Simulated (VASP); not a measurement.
# W (Fm-3m) in VASP: further runs, part 2 of 2

VASP 6.6.1. Earlier steps stand in the parts before.

### 5 Single point, RPBE

INCAR

```
  ALGO = Normal
  EDIFF = 1E-6
  ENCUT = 520
  GGA = RP
  ISIF = 2
  ISMEAR = -1
  LASPH = T
  LCHARG = F
  LREAL = F
  LWAVE = F
  NBANDS = 13
  NELM = 60
  PREC = Accurate
  SIGMA = 0.1
```

KPOINTS

```
k-points
0
Gamma
  15 15 15
```

POSCAR

```
W
1.0
    0.0000000000      2.0276712735      2.0276712735
    2.0276712735      0.0000000000      2.0276712735
    2.0276712735      2.0276712735      0.0000000000
W
1
Direct
    0.0000000000      0.0000000000      0.0000000000
```

Potentials or basis: VASP PAW PBE potentials, release 64 (W_sv).

The run is started by

```sh
cat potpaw_PBE.64/W_sv/POTCAR > POTCAR
mpirun -np 1 vasp_std > vasp.out
```

OUTCAR:

```text
EDIFF = 1E-6
   ENCUT = 520
   GGA = RP
   ISIF = 2
   ISMEAR = -1
   LASPH = T
   LREAL = F
   NELM = 60
   PREC = Accurate

 ion  position               nearest neighbor table
   1  0.000  0.000  0.000-

  LATTYP: Found a face centered cubic cell.
 ALAT       =     4.0553425470

  Lattice vectors:

 A1 = (   0.0000000000,   2.0276712735,   2.0276712735)
 A2 = (   2.0276712735,   0.0000000000,   2.0276712735)
 A3 = (   2.0276712735,   2.0276712735,   0.0000000000)

Analysis of symmetry for initial positions (statically):
=====================================================================
 Subroutine PRICEL returns:
 Original cell was already a primitive cell.

 Routine SETGRP: Setting up the symmetry group for a
 face centered cubic supercell.

 Subroutine GETGRP returns: Found 48 space group operations
 (whereof 48 operations were pure point group operations)
 out of a pool of 48 trial point group operations.

The static configuration has the point symmetry O_h .

Analysis of symmetry for dynamics (positions and initial velocities):
=====================================================================
 Subroutine PRICEL returns:
 Original cell was already a primitive cell.

 Routine SETGRP: Setting up the symmetry group for a
 face centered cubic supercell.

 Subroutine GETGRP returns: Found 48 space group operations
 (whereof 48 operations were pure point group operations)
 out of a pool of 48 trial point group operations.

The dynamic configuration has the point symmetry O_h .

 Subroutine INISYM returns: Found 48 space group operations
 (whereof 48 operations are pure point group operations),
 and found     1 'primitive' translations

----------------------------------------------------------------------------------------

                                     Primitive cell

  volume of cell :      16.6733

  direct lattice vectors                    reciprocal lattice vectors
     0.000000000  2.027671274  2.027671274    -0.246588294  0.246588294  0.246588294
     2.027671274  0.000000000  2.027671274     0.246588294 -0.246588294  0.246588294
     2.027671274  2.027671274  0.000000000     0.246588294  0.246588294 -0.246588294

  length of vectors
     2.867560215  2.867560215  2.867560215     0.427103454  0.427103454  0.427103454

  position of ions in fractional coordinates (direct lattice)
     0.000000000  0.000000000  0.000000000

  ion indices of the primitive-cell ions
   primitive index   ion index
                 1           1

----------------------------------------------------------------------------------------

 KPOINTS: k-points

Automatic generation of k-mesh.
 Grid dimensions read from file:
 generate k-points for:   15   15   15

 Generating k-lattice:

  Cartesian coordinates                     Fractional coordinates (reciprocal lattice)
    -0.016439220  0.016439220  0.016439220     0.066666667  0.000000000  0.000000000
     0.016439220 -0.016439220  0.016439220     0.000000000  0.066666667  0.000000000
     0.016439220  0.016439220 -0.016439220     0.000000000  0.000000000  0.066666667

  Length of vectors
     0.028473564  0.028473564  0.028473564

  Shift w.r.t. Gamma in fractional coordinates (k-lattice)
     0.000000000  0.000000000  0.000000000

 Subroutine IBZKPT returns following result:
 ===========================================

 Found    120 irreducible k-points:

 Following reciprocal coordinates:
            Coordinates               Weight
  0.000000  0.000000  0.000000      1.000000
  0.066667  0.000000  0.000000      8.000000
  0.133333  0.000000  0.000000      8.000000
  0.200000  0.000000  0.000000      8.000000
  0.266667  0.000000  0.000000      8.000000
  0.333333  0.000000  0.000000      8.000000
[... 16 lines left out ...]
  0.133333  0.133333  0.000000      6.000000
  0.200000  0.133333  0.000000     24.000000
 [... further k-points ...]
   k-points           NKPTS =    120   k-points in BZ     NKDIM =    120   number of bands    NBANDS=     13
   number of dos      NEDOS =    301   number of ions     NIONS =      1
   total plane-waves  NPLWV =  13824
   dimension x,y,z NGX =    24 NGY =   24 NGZ =   24
   dimension x,y,z NGXF=    48 NGYF=   48 NGZF=   48
   ions per type =               1
   NGX,Y,Z   is equivalent  to a cutoff of  13.91, 13.91, 13.91 a.u.
   NGXF,Y,Z  is equivalent  to a cutoff of  27.83, 27.83, 27.83 a.u.
 SYSTEM =  unknown system
   PREC   = accura    normal or accurate (medium, high low for compatibility)
   ISTART =      0    job   : 0-new  1-cont  2-samecut
   ICHARG =      2    charge: 1-file 2-atom 10-const
   ISPIN  =      1    spin polarized calculation?
   LNONCOLLINEAR =      F non collinear calculations
   LSORBIT =      F    spin-orbit coupling
   LASPH  =      T    aspherical Exc in radial PAW
   ENCUT  =  520.0 eV  38.22 Ry    6.18 a.u.   5.33  5.33  5.33*2*pi/ulx,y,z
   NELM   =     60;   NELMIN=  2; NELMDL= -5     # of ELM steps
   EDIFF  = 0.1E-05   stopping-criterion for ELM
   LREAL  =      F    real-space projection
   EDIFFG = 0.1E-04   stopping-criterion for IOM
   NSW    =      0    number of steps for IOM
   IBRION =     -1    ionic relax: 0-MD 1-quasi-New 2-CG
   NFREE  =      0    steps in history (QN), initial steepest desc. (CG)
   ISIF   =      2    stress and relaxation
   ISYM   =      2    0-nonsym 1-usesym 2-fastsym
   POTIM  = 0.5000    time-step for ionic-motion
   TEBEG  =    0.0;   TEEND  =   0.0 temperature during run
   PSTRESS=    0.0 pullay stress
   NELECT =      14.0000    total number of electrons
   NUPDOWN=      -1.0000    fix difference up-down
   EMIN   =  10.00;   EMAX   =-10.00  energy-range for DOS
   EFERMI =   0.00;   METHOD = LEGACY
   ISMEAR =    -1;   SIGMA  =   0.10  broadening in eV -4-tet -1-fermi 0-gaus
   EFERMI_NEDOS =   21; number of points for ismear=-14 and -15
   IALGO  =     38    algorithm
   IMIX   =      4    mixing-type and parameters
     AMIX     =   0.40;   BMIX     =  1.00
     AMIX_MAG =   1.60;   BMIX_MAG =  1.00
  volume/ion in A,a.u.               =      16.67       112.52
  Fermi-wavevector in a.u.,A,eV,Ry     =   1.544460  2.918606 32.454743  2.385356
  Thomas-Fermi vector in A             =   2.649978
   LORBIT       =      0    0 simple, 1 ext, 2 COOP (PROOUT), +10 PAW based schemes
   GGA     = RP    functional components
   LHFCALC =     F    Hartree Fock is set to
   AEXX    =    0.0000 exact exchange contribution
   IVDW    =     0    specifies the selected vdW correction
   LEPSILON=     F    determine dielectric tensor
   LRPA    =     F    only Hartree local field effects (RPA)
 non-spin polarized calculation
  energy-cutoff  :      520.00
  volume of cell :       16.67
 maximum number of plane-waves:       463
 NGX is ok and might be reduce to    24
   NGX = 11   NGY = 11   NGZ = 11

 number of electron      14.0000002 magnetization

 Free energy of the ion-electron system (eV)
  ---------------------------------------------------
  ext. energy  EPLUGINS =         0.00000000
  ---------------------------------------------------
  free energy    TOTEN  =       -11.94576940 eV

  energy without entropy =      -11.90634772  energy(sigma->0) =      -11.92605856

 E-fermi :  10.3821     XC(G=0): -13.2928

 val. band max:       10.3630985951   @ k =   0.2000   0.1333   0.0667
 cond. band min:      10.4031938628   @ k =   0.2000   0.0667   0.0000
 fundamental gap:      0.0400952677
 Fermi energy:        10.3821278647

 k-point     1 :       0.0000    0.0000    0.0000
  band No.  band energies     occupation
      1     -63.3713      2.00000
      2     -27.0196      2.00000
      3     -27.0196      2.00000
      4     -27.0196      2.00000
      5       1.4482      2.00000
      6       9.8284      1.99215
      7       9.8284      1.99215
      8       9.8284      1.99215
      9      12.8948      0.00000
     10      12.8948      0.00000
     11      23.0843      0.00000
     12      28.2494      0.00000
     13      28.2494      0.00000
[... 353 lines left out ...]
 k-point    24 :       0.2000    0.1333    0.0000
  band No.  band energies     occupation
      1     -63.3365      2.00000
      2     -27.3345      2.00000
      3     -27.1195      2.00000
      4     -27.1105      2.00000
      5       3.0415      2.00000
      6       8.5412      2.00000
      7      10.5936      0.21532
      8      10.7332      0.05803
      9      11.5207      0.00002
     10      13.3984      0.00000
     11      25.9899      0.00000
     12      26.4504      0.00000
     13      29.3299      0.00000

 [... further k-points ...]
[... 5 lines left out ...]
  --------------------------------------------------------------------------------------
  -------------------------------------------------------------------------------------
  Total        0.0220617      0.0220617      0.0220617      0.0000000      0.0000000     -0.0000000
  in kB        2.1199523      2.1199523      2.1199523      0.0000000      0.0000000     -0.0000000
  external PRESSURE =       2.1199523 kB  Pullay stress =       0.0000000 kB

 VOLUME and BASIS-vectors are now :
 -----------------------------------------------------------------------------
  energy-cutoff  :      520.00
  volume of cell :       16.67
      direct lattice vectors                 reciprocal lattice vectors
     0.000000000  2.027671274  2.027671274    -0.246588294  0.246588294  0.246588294
     2.027671274  0.000000000  2.027671274     0.246588294 -0.246588294  0.246588294
     2.027671274  2.027671274  0.000000000     0.246588294  0.246588294 -0.246588294

 POSITION                                       TOTAL-FORCE (eV/Angst)
 -----------------------------------------------------------------------------------
      0.00000      0.00000      0.00000         0.000000      0.000000      0.000000
 -----------------------------------------------------------------------------------
    total drift:                               -0.000000      0.000000     -0.000000

  FREE ENERGIE OF THE ION-ELECTRON SYSTEM (eV)
  ---------------------------------------------------
  free  energy   TOTEN  =       -11.9457694023 eV

  energy  without entropy=      -11.9063477199  energy(sigma->0) =      -11.92605856
```

OSZICAR:

```text
N       E                     dE             d eps       ncg     rms          rms(c)
DAV:   1     0.844797909277E+02    0.84480E+02   -0.74702E+03  3136   0.122E+03
DAV:   2    -0.108989862445E+02   -0.95379E+02   -0.91905E+02  3520   0.315E+02
DAV:   3    -0.125346448684E+02   -0.16357E+01   -0.16261E+01  3465   0.398E+01
DAV:   4    -0.125418386263E+02   -0.71938E-02   -0.71935E-02  3475   0.292E+00
DAV:   5    -0.125419059571E+02   -0.67331E-04   -0.67331E-04  3535   0.265E-01    0.181E+01
DAV:   6    -0.120672165042E+02    0.47469E+00   -0.42533E-01  3315   0.867E+00    0.700E+00
DAV:   7    -0.119494711705E+02    0.11775E+00   -0.20946E-01  3475   0.575E+00    0.611E-01
DAV:   8    -0.119457832241E+02    0.36879E-02   -0.39688E-03  3155   0.796E-01    0.674E-02
DAV:   9    -0.119457718996E+02    0.11325E-04   -0.10349E-04  3682   0.124E-01    0.422E-02
DAV:  10    -0.119457685927E+02    0.33069E-05   -0.14644E-05  3365   0.503E-02    0.585E-03
DAV:  11    -0.119457696024E+02   -0.10097E-05   -0.25942E-07  2185   0.644E-03    0.733E-04
DAV:  12    -0.119457694023E+02    0.20012E-06   -0.25080E-08  1645   0.206E-03
   1 F= -.11945769E+02 E0= -.11926059E+02  d E =-.394217E-01
```

stdout:

```text
POSCAR found type information on POSCAR W
 POSCAR found :  1 types and       1 ions
 scaLAPACK will be used
 -----------------------------------------------------------------------------
|                                                                             |
|                                                                             |
|     You enforced a specific xc type in the INCAR file but a different       |
|     I HOPE YOU KNOW WHAT YOU ARE DOING!                                     |
|                                                                             |
 -----------------------------------------------------------------------------

 LDA part: xc-table for (Slater+PW92), standard interpolation
 POSCAR, INCAR and KPOINTS ok, starting setup
 FFT: planning ... GRIDC
 FFT: planning ... GRID_SOFT
 FFT: planning ... GRID
 WAVECAR not read
 entering main loop
```

Wall time 11 s (1 thread of Intel Xeon Platinum 8488C (Sapphire Rapids), shared host); peak memory 0.15 GiB.

Results:

```
Free energy            : -11.9458 eV
Pressure               : 0.2 GPa
Band gap on the k mesh : none (metal or under the smearing width)
```

Caveat: the PAW data sets were made with another functional, which shifts forces and pressure a little. Spin-orbit coupling is left out, which matters for the levels of W.

### 6 Summary

```csv
task,cell,k mesh,cutoff (eV),gap on the mesh (eV),pressure (GPa)
single point,"Fm-3m, 16.67 Å³/atom",22 × 22 × 22,520,none,0.3
single point,"Fm-3m, 16.67 Å³/atom",14 × 14 × 14,520,none,0.4
relaxation of cell and atoms,relaxed,14 × 14 × 14,600,none,-0.1
single point,"Fm-3m, 16.67 Å³/atom",15 × 15 × 15,520,none,0.2
```

Alike in all rows: level RPBE; potentials or basis VASP PAW PBE potentials, release 64 (W_sv); no spin polarisation; smearing fermi-dirac 0.1 eV.

Every run on the cell as given and a fine mesh finds a metal.

Caveats: the PAW data sets were made with another functional, which shifts forces and pressure a little.

Absolute energies hang on the potentials; compare differences alone.
